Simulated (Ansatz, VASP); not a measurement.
# PbS in VASP and in Ansatz

Contents of INCAR:

```
PREC = Accurate
ENCUT = 520
EDIFF = 1E-6
ISMEAR = 0
SIGMA = 0.01
LREAL = False
LASPH = True
NELM = 100
ALGO = Fast
ISIF = 2
LWAVE = False
LCHARG = False
GGA = PS
NBANDS = 28
```

File KPOINTS:

```
Automatic mesh
0
Gamma
  5 5 5
```

File POSCAR:

```
PbS
1.0
    2.0446924428     -5.8897298343      0.0000000000
    2.0446924428      5.8897298343      0.0000000000
    0.0000000000      0.0000000000      4.2067760620
Pb S
2 2
Direct
    0.8694366500      0.1305633500      0.7500000000
    0.1305633500      0.8694366500      0.2500000000
    0.6452029100      0.3547970900      0.7500000000
    0.3547970900      0.6452029100      0.2500000000
```

Input for Ansatz:

```yaml
crystal:
  lattice:
    - [2.0446924428017867, -5.889729834299297, 0.0]
    - [2.0446924428017867, 5.889729834299297, 0.0]
    - [0.0, 0.0, 4.206776061979294]
  atoms:
    - { symbol: Pb, position: [0.86943665, 0.13056335, 0.75] }
    - { symbol: Pb, position: [0.13056335, 0.86943665, 0.25] }
    - { symbol: S, position: [0.64520291, 0.35479709, 0.75] }
    - { symbol: S, position: [0.35479709, 0.64520291, 0.25] }
basis:
  ecutwfc: 500.0
kpoints:
  mp_grid:
    grid: [5, 5, 5]
hamiltonian:
  xc: pbesol
scf:
  occupations:
    method: fixed
output:
  stress: true
```

Measurements of this composition are mostly on another form, of space group No. 225.

Alike in both runs: task single point; functional PBEsol; k mesh 5 × 5 × 5; no spin polarisation.

|  | VASP | Ansatz |
| --- | --- | --- |
| version | VASP 6.6.1 | Ansatz 0.2.0 |
| potentials or method | VASP PAW PBE potentials, release 64 (Pb_d, S) | plane waves, PAW |
| plane-wave cutoff (eV) | 520 | 500 |
| occupations | gaussian, width 0.01 eV | fixed |
| valence electrons in the cell | 40 | 40 |

|  | VASP | Ansatz | Ansatz less VASP |
| --- | --- | --- | --- |
| pressure (GPa) | 1.0 | 1.0 | +0.03 |
| largest component of the traceless stress (GPa) | 0.27 | 0.30 | +0.024 |

Caveats: the PAW data sets were made with another functional, which shifts forces and pressure a little (VASP). A k mesh can miss the band edges.
